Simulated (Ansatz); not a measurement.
# BN: the cost of one run

Program: Ansatz 0.2.0. Level of theory: DFT PBE, scalar-relativistic, plane waves, PAW. These are calculated values, not measurements.

### Step 1. Starting point

The structure is orthorhombic, space group Fmmm (No. 69). Conventional cell: a = 2.728 Å, b = 5.462 Å, c = 5.816 Å, α = 90.00°, β = 90.00°, γ = 90.00°. B (site symmetry mmm) is surrounded by 2 N at 1.36 Å. N (site symmetry mmm) has 2 B at 1.36 Å as nearest neighbours.

Structure file:

```
B N
1.0
     0.00000    2.73116    2.90792
     1.36382    0.00000    2.90792
     1.36382    2.73116    0.00000
B N
1 1
Cartesian
  0.0000 0.0000 0.0000
  1.3638 2.7312 2.9079
```

A structure generator made this guess: random cell by space group and Wyckoff sites (Fmmm, No. 69). Its size is a rough estimate.

### Step 2. Probe: one point on a coarse mesh

Input file input.yaml:

```yaml
crystal:
  lattice:
    - [0.0, 2.73115868, 2.90792284]
    - [1.36381675, 0.0, 2.90792284]
    - [1.36381675, 2.73115868, 0.0]
  atoms:
    - { symbol: B, position: [0.0, 0.0, 0.0] }
    - { symbol: "N", position: [0.5, 0.5, 0.5] }
basis:
  ecutwfc: 420
kpoints:
  mp_grid: { grid: [8, 8, 8] }
hamiltonian:
  xc: pbe
scf:
  occupations: { method: gaussian, width: 0.1 }
  lower_state_search: "off"
output:
  forces: true
  stress: true
  eigenvalues: true
```

Run with:

```console
> ansatz run input.yaml --threads 1 --pin off --max-ram 2560MiB --backend cpu --events-out ev --progress --plain --runs-dir out
```

What time and memory should one allow on 1 thread of Arm Neoverse V2, shared host?

About 1.2 s, with a peak of 0.27 GiB.
